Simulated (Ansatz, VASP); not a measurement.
BN: VASP beside Ansatz

File INCAR:

```
SYSTEM = BN
ALGO     = Normal         ! electronic algorithm
EDIFF    = 1E-7           ! SCF threshold, eV
ENCUT    = 520            ! plane-wave cutoff, eV
GGA      = PE             ! functional
ISIF     = 2              ! what is computed and relaxed
ISMEAR   = 0              ! smearing method
LASPH    = .TRUE.         ! aspherical terms in the spheres
LCHARG   = .TRUE.         ! write CHGCAR
LELF     = .TRUE.         ! ELF
LREAL    = .FALSE.        ! projectors in reciprocal space
LVHAR    = .TRUE.       
LWAVE    = .FALSE.        ! write WAVECAR
NBANDS   = 11             ! bands
NELM     = 100            ! most SCF steps
PREC     = Accurate       ! precision mode
SIGMA    = 0.05           ! smearing width, eV
```

Contents of KPOINTS:

```
k-points
0
G
  12 12 12
  0 0 0
```

Contents of POSCAR:

```
BN
1.0
    0.0000000000      1.6679609200      1.9580410800
    1.6679609200      0.0000000000      1.9580410800
    1.6679609200      1.6679609200      0.0000000000
B N
1 1
Direct
    0.0000000000      0.0000000000      0.0000000000
    0.7500000000      0.7500000000      0.7500000000
```

Input for Ansatz:

```yaml
crystal:
  lattice:
    - [0.0, 1.66796092, 1.95804108]
    - [1.66796092, 0.0, 1.95804108]
    - [1.66796092, 1.66796092, 0.0]
  atoms:
    - { symbol: B, position: [0.0, 0.0, 0.0] }
    - { symbol: "N", position: [0.75, 0.75, 0.75] }
basis:
  ecutwfc: 420
kpoints:
  mp_grid: { grid: [12, 12, 12] }
hamiltonian:
  xc: pbe
scf:
  occupations: { method: gaussian, width: 0.05 }
output:
  forces: true
  stress: true
  eigenvalues: true
```

Change from the starting cell: strain -0.080 along x and y, +0.080 along z, atoms carried along.

Alike in both runs: task single point; functional PBE; k mesh 12 × 12 × 12; occupations gaussian, width 0.05 eV; no spin polarisation.

|  | VASP | Ansatz |
| --- | --- | --- |
| version | VASP 6.6.1 | Ansatz 0.2.0 |
| potentials or method | VASP PAW PBE potentials, release 64 (B, N) | scalar-relativistic, plane waves, PAW |
| plane-wave cutoff (eV) | 520 | 420 |
| valence electrons in the cell | 8 | 8 |

```csv
,VASP,Ansatz,Ansatz less VASP
gap on the k mesh at the Fermi level (eV),2.97,2.99,+0.015
least direct gap on the mesh (eV),7.69,7.70,+0.008
pressure (GPa),39.1,38.7,-0.46
largest component of the traceless stress (GPa),87.49,87.46,-0.027
```

Caveats: so large a pressure means that the cell lies far from this level's equilibrium, or that cutoff or potentials fall short (VASP). A k mesh can miss the band edges.
